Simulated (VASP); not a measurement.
The system is Mo.

```
CELL_PARAMETERS angstrom
2.80466 0.00000 0.00000
-1.40233 2.42890 0.00000
0.00000 0.00000 4.58001
ATOMIC_POSITIONS crystal
Mo 0.33333 0.66667 0.25000
Mo 0.66667 0.33333 0.75000
```

This isn't the form of Mo at room conditions, which is bcc.

* Program: VASP 6.6.1
* Task: relaxation of cell and atoms
* Functional: PBEsol
* Potentials or basis: VASP PAW PBE potentials, release 64 (Mo_sv)
* Cutoff: 600 eV
* k mesh: 6 × 6 × 4
* Occupations: gaussian, width 0.1 eV
* Spin: no spin polarisation

At the start: pressure -1.5 GPa; volume 15.60 Å³/atom.

Q: Where does the relaxation end?

A: Over 14 steps the energy falls by 8.2 meV/atom and the volume is 15.50 Å³/atom (-0.7 %); space group P6_3/mmc (No. 194, to 0.05 Å).

The path:
```tsv
step	energy change (eV)	largest force (eV/Å)	pressure (GPa)	volume (Å³)
1	0.0000	0.0000	-1.54	31.20
2	0.0002	0.0000	3.97	30.53
3	-0.0025	0.0000	1.11	30.86
4	-0.0072	0.0000	1.76	30.78
5	-0.0104	0.0000	4.07	30.52
6	-0.0113	0.0000	3.08	30.63
7	-0.0150	0.0000	1.65	30.80
8	-0.0164	0.0000	0.32	30.96
9	-0.0164	0.0000	0.26	30.97
10	-0.0164	0.0000	0.18	30.97
11	-0.0164	0.0000	0.08	30.99
12	-0.0164	0.0000	0.07	30.99
13	-0.0164	0.0000	0.08	30.99
14	-0.0164	0.0000	0.01	30.99
```

Final structure:
```
Mo
1.0
     2.84797    0.00000    0.00000
    -1.42399    2.46642    0.00000
     0.00000    0.00000    4.41238
Mo
2
Direct
  0.33333 0.66667 0.25000
  0.66667 0.33333 0.75000
```

Caveat: the k mesh is coarse (spacing up to 0.43 Å⁻¹), so the values aren't converged; the PAW data sets were made with another functional, which shifts forces and pressure a little.
